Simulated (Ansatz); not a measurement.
# SnO2: the cost of one run

Computed with Ansatz 0.2.0 (DFT PBE, scalar-relativistic, plane waves, PAW, unless a step's input says otherwise).

3 further runs of the same task are left out: 1 that didn't finish, 2 set aside as unsound or not needed.

### Step 1. The structure to begin with

It takes space group P4_2/mnm (No. 136, tetragonal). Conventional cell: a = 4.827 Å, b = 4.827 Å, c = 3.238 Å, α = 90.00°, β = 90.00°, γ = 90.00°. Around Sn (site symmetry mmm) lie 6 O at 2.09 Å. O (site symmetry m2m) has 3 Sn at 2.09 Å as nearest neighbours.

As a file:

```
Sn O
1.0
     4.82719    0.00000    0.00000
     0.00000    4.82719    0.00000
     0.00000    0.00000    3.23815
Sn O
2 4
Direct
  0.50000 0.50000 0.50000
  0.00000 0.00000 0.00000
  0.19342 0.80658 0.50000
  0.80658 0.19342 0.50000
  0.30658 0.30658 0.00000
  0.69342 0.69342 0.00000
```

It goes back to an entry of the Materials Project.

It is the result of an earlier relaxation at this level (volume 12.58 Å³/atom; gap on the mesh: 0.68 eV).

### Step 2. Target pressure -1 GPa

Contents of input.yaml:

```yaml
crystal:
  lattice:
    - [4.843295795, 0.0, 0.0]
    - [0.0, 4.843295795, 0.0]
    - [0.0, 0.0, 3.2489560252]
  atoms:
    - { symbol: Sn, position: [0.5, 0.5, 0.5] }
    - { symbol: Sn, position: [0.0, 0.0, 0.0] }
    - { symbol: O, position: [0.1934234767, 0.8065765233, 0.5] }
    - { symbol: O, position: [0.8065765233, 0.1934234767, 0.5] }
    - { symbol: O, position: [0.3065765233, 0.3065765233, 0.0] }
    - { symbol: O, position: [0.6934234767, 0.6934234767, 0.0] }
basis:
  ecutwfc: 420
kpoints:
  mp_grid: { grid: [6, 6, 8] }
hamiltonian:
  xc: pbe
scf:
  occupations: { method: gaussian, width: 0.02 }
output:
  forces: true
  stress: true
  eigenvalues: true
relax:
  adjacent_minimum: "off"
  f_tol: 0.008
  max_steps: 50
  cell: { stress_tol: 0.08, p_target: -1.0 }
```

Command:

```sh
ansatz run input.yaml --threads 1 --pin off --max-ram 2560MiB --backend cpu --events-out ev --progress --plain --runs-dir out
```

**Question.** How long does this run take on 1 thread of Intel Xeon Platinum 8488C (Sapphire Rapids), shared host, and how much memory does it need?

About 34 s, with a peak of 0.47 GiB.
